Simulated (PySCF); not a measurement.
Runs of PySCF 2.14.0 on C. The structure is cubic, space group Fd-3m (No. 227). The conventional cell has a = 3.567 Å, b = 3.567 Å, c = 3.567 Å, α = 90.00°, β = 90.00°, γ = 90.00°. C (site symmetry -43m) has 4 C at 1.54 Å as nearest neighbours. This isn't the form of C at room conditions, which is graphite.

```tsv
task	level	potentials or basis	k mesh	smearing	symmetry	density cutoff	potentials	conv_tol	max_cycle	mesh quality	gap on the mesh (eV)	V0 of scaled cells (Å³/atom)	B0 (GPa)
atomic charges	PBE0 form with 35 % exact exchange	gth-dzvp/gth-pbe (potentials made for PBE)	3 × 3 × 3	fixed	no	130 Ha	C gth-pbe	1e-07 Ha	60	coarse	7.28	-	-
atomic charges	PBE0 form with 15 % exact exchange	gth-dzvp/gth-pbe (potentials made for PBE)	3 × 3 × 3	fixed	no	130 Ha	C gth-pbe	1e-07 Ha	60	coarse	5.49	-	-
atomic charges	PBE0 form with 75 % exact exchange	gth-dzvp/gth-pbe (potentials made for PBE)	3 × 3 × 3	fixed	no	130 Ha	C gth-pbe	1e-07 Ha	60	coarse	(a)	-	-
equation of state	LDA	DZVP-MOLOPT-SR/GTH-PBE (potentials made for PBE)	3 × 3 × 3	fermi-dirac 0.05 eV	yes	168 Ha	C GTH-PBE-q4	-	-	coarse	-	5.73	439
equation of state	PBEsol	DZVP-MOLOPT-SR/GTH-PBE (potentials made for PBE)	3 × 3 × 3	fermi-dirac 0.05 eV	yes	168 Ha	C GTH-PBE-q4	-	-	coarse	-	5.73	437
atomic charges	PBE0 form with 50 % exact exchange	gth-dzvp/gth-pbe (potentials made for PBE)	3 × 3 × 3	fixed	no	130 Ha	C gth-pbe	1e-07 Ha	60	coarse	8.63	-	-
atomic charges	PBE0 form with 10 % exact exchange	gth-dzvp/gth-pbe (potentials made for PBE)	3 × 3 × 3	fixed	no	130 Ha	C gth-pbe	1e-07 Ha	60	coarse	5.04	-	-
atomic charges	PBE0 form with 100 % exact exchange	gth-dzvp/gth-pbe (potentials made for PBE)	3 × 3 × 3	fixed	no	130 Ha	C gth-pbe	1e-07 Ha	60	coarse	13.21	-	-
density of states	PBEsol	DZVP-MOLOPT-SR/GTH-PBE (potentials made for PBE)	13 × 13 × 13	fermi-dirac 0.05 eV	yes	168 Ha	C GTH-PBE-q4	1e-07 Ha	60	not flagged	4.12	-	-
atomic charges	PBE0 form with 25 % exact exchange	gth-dzvp/gth-pbe (potentials made for PBE)	3 × 3 × 3	fixed	no	130 Ha	C gth-pbe	1e-07 Ha	60	coarse	(b)	-	-
atomic charges	PBE0 form with 5 % exact exchange	gth-dzvp/gth-pbe (potentials made for PBE)	3 × 3 × 3	fixed	no	130 Ha	C gth-pbe	1e-07 Ha	60	coarse	4.60	-	-
```

Alike in all rows: no spin polarisation; cell as given.

**Question.** Estimate the missing entries.

**Answer.** (a) 10.91; (b) 6.38.

Caveats: some runs use coarse meshes; the potentials were made for another functional, which shifts forces and pressure; the basis of atomic orbitals isn't converged, which shifts pressures, moduli and gaps; an odd mesh through Γ misses points on the zone boundary, where band edges often lie (some runs); on so small a mesh gaps with full-range exact exchange can be off by tenths of an eV to over 1 eV (some runs); the default atom-centred grid shifts energies of crystals by up to some 10 meV an atom and pressures by some 0.5 GPa (some runs).
